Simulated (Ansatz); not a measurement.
## SiC (Moissanite 6H) under changes of volume

One of the cells (10.487 Å³/atom); the others are scaled copies at fixed shape and fractional positions:

```
Si C
1.0
     3.09500    0.00000    0.00000
    -1.54750    2.68035    0.00000
     0.00000    0.00000   15.17000
Si C
6 6
Direct
  0.66667 0.33333 0.45830
  0.33333 0.66667 0.95830
  0.66667 0.33333 0.79170
  0.33333 0.66667 0.29170
  0.00000 0.00000 0.62500
  0.00000 0.00000 0.12500
  0.66667 0.33333 0.33330
  0.33333 0.66667 0.83330
  0.66667 0.33333 0.66670
  0.33333 0.66667 0.16670
  0.00000 0.00000 0.50000
  0.00000 0.00000 0.00000
```

* Program: Ansatz 0.2.0
* Functional: r2SCAN
* Dispersion: D3(BJ)
* Potentials or basis: Ansatz PAW
* Cutoff: 500 eV (not typed: the program's choice for these potentials)
* k mesh: 10 × 10 × 2
* Occupations: fermi-dirac, width 0.05 eV
* Spin: no spin polarisation

| volume (Å³/atom) | energy over the lowest point (meV/atom) | pressure (GPa) | largest force (eV/Å) |
| --- | --- | --- | --- |
| 9.858 | 10.37 | 9.3 | 0.161 |
| 10.068 | 1.82 | 3.9 | 0.157 |
| 10.277 | 0.00 | -1.0 | 0.153 |
| 10.487 | 4.26 | -5.4 | 0.150 |
| 10.697 | ? | ? | ? |
| 10.907 | 28.79 | -13.1 | 0.143 |
| 11.116 | 48.06 | -16.3 | 0.140 |

Problem. What does the run at 10.697 Å³/atom give?

Solution. Energy over the lowest point 14.04 meV/atom; pressure -9.4 GPa; largest force 0.146 eV/Å.

Worked out: A Birch-Murnaghan fit of order 3 (a polynomial in V^(-2/3)) to the other rows has its minimum at 10.23 Å³/atom with B0 = V·E''(V) = 231 GPa and B' = 3.7 at fixed shape and positions, which overstates the stiffness. It gives 14.01 meV/atom at 10.697 Å³/atom, against the run's 14.04, and -dE/dV = -9.4 GPa, against -9.4.

Energies are extrapolated to zero smearing.

Caveats: the PAW data sets come from PBE, with cores solved anew for the run's functional, which leaves a small shift of forces and pressure; the dispersion damping was fitted for another functional or another form of the correction.
